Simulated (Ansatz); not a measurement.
**One input, then a changed one: Hg (simple hexagonal type)**

First run: DFT, PBE, PAW with Ansatz's default frozen-core files, scalar-relativistic (Ansatz 0.2.0).

Command: `ansatz run input.yaml --threads 1 --pin off --max-ram 2048MiB --backend cpu --events-out ev --progress --plain --runs-dir out` It took 1.5 s on 1 thread of Intel(R) Xeon(R) 6975P-C (Granite Rapids), with other jobs on the host, peak memory 0.39 GiB.

```yaml
crystal:
  lattice:
    - [3.1543883383, 0.0, 0.0]
    - [-1.5771941692, 2.7317804344, 0.0]
    - [0.0, 0.0, 2.9555001537]
  atoms:
    - { symbol: Hg, position: [0.0, 0.0, 0.0] }
kpoints:
  mp_grid: { grid: [13, 13, 12] }
scf:
  occupations: { method: fermi_dirac, width: 0.1 }
hamiltonian:
  xc: pbe
  pseudopotentials: { kind: paw }
output:
  forces: true
  stress: true
  eigenvalues: true
  populations: true
```

The cell comes from a relaxation on PAW files under the same functional, begun from a prototype that needn't be the stable phase.

This run: volume at 0.9 of the series' base cell.

It converges in 6 SCF iterations at a pressure of 2.98 GPa, cutoff 420 eV.

The input is then changed:

```diff
 scf:
-  occupations: { method: fermi_dirac, width: 0.1 }
+  occupations: { method: cold, width: 0.2 }
 hamiltonian:
```

Predict the outcome of the changed run.

It converges in 5 SCF iterations at a pressure of 3.00 GPa, cutoff 420 eV, free energy +5.4 meV/atom against the first run's. Some of the changed settings are coarser than converged work would use. Results part of its log:
```
SCF 1 converged in 5 iterations: F = -13813.423836 eV  dr2 = 1.25e-8
  greatest PAW one-centre occupation: 1.000 electrons in one spin orbital (limit 2), on the Hg atom at site 0 (counted from 0), in its partial waves of l = 0
SCF converged after 5 iterations
Stability not checked: this state was not tested for a lower state beside it, because cold or Methfessel-Paxton smearing, or corrected tetrahedra, fill the levels in a way that the test cannot read (fill_not_monotonic; see scf.lower_state_search)
Free energy (F): -13813.423836 eV
Harris-Foulkes:  -13813.423836 eV  (|F-HF|=8.10e-9)
Internal energy: -13813.423130 eV  (E = F + TS)
E sigma→0 (E₀):  -13813.423601 eV
Entropy (-TS):   -0.000706 eV (-0.706 meV/atom)
Fermi energy:    13.534221 eV
--- Per-component energies (eV) ---
  E_band       = -414.151220
  E_kinetic    = 604.702583
  E_local      = -2663.421970  (includes V_loc(G=0)·N_el)
  E_nonlocal   = 72.158525
  E_hartree    = 1138.941353
  E_xc         = -220.829451
  E_vxc        = -262.799534  (∫ρ·V_xc dr)
  E_paw        = -9944.836975  (= ΣΔE_a)
  E_vpaw       = -442.668593  (= ΣTr[D̂ρ^β])
  E_aug_tail   = 0.000936  (compensation charges beyond the density's cutoff)
  E_ewald      = -2800.138131
  E_smearing   = -0.000706  (= −TS)
  E_closure    = 0.000000  (closes the sum)
  Σ components = -13813.423836   (vs F -13813.423836, Δ=0.00e0)
--- Forces (eV/Å), atoms counted from 1 ---
  atom   1  Hg     0.00000000    -0.00000000     0.00000000
  max |Σ_I F_I| component: 3.29e-32 eV/Å
--- Stress (GPa, compression-positive) ---
        3.043213       0.000000       0.000000
        0.000000       3.043213       0.000000
        0.000000       0.000000       2.918586
  P = ⅓ Tr σ = 3.0017 GPa (30.017 kbar)
--- Band table (eV; the first three rows and the last of 147) ---
  k-point 0: bands = ["-101.3292", "-49.7529", "-49.7529", "-49.7526", "4.8464", "5.3939", "6.4738", "6.4738", "7.6025", "7.6025", "23.5841", "26.3400", "26.3400", "26.3782"]
  k-point 1: bands = ["-101.3291", "-49.7565", "-49.7526", "-49.7526", "4.9738", "5.4877", "6.4831", "6.4831", "7.5511", "7.5511", "22.2683", "26.4811", "26.5825", "26.5825"]
  k-point 2: bands = ["-101.3288", "-49.7672", "-49.7518", "-49.7518", "5.2232", "5.8882", "6.5088", "6.5088", "7.4137", "7.4137", "19.9722", "26.7847", "27.2831", "27.2831"]
  k-point 146: bands = ["-101.3263", "-49.8066", "-49.7763", "-49.7711", "5.9942", "6.1807", "6.7173", "6.9939", "8.0345", "15.7645", "16.8052", "17.9236", "19.2177", "22.2710"]
--- Löwdin populations: 1 site ---
  site symbol       q [e]
     0     Hg     19.7193
  spilling = 0.014036 (of n_electrons = 20.000000)
```
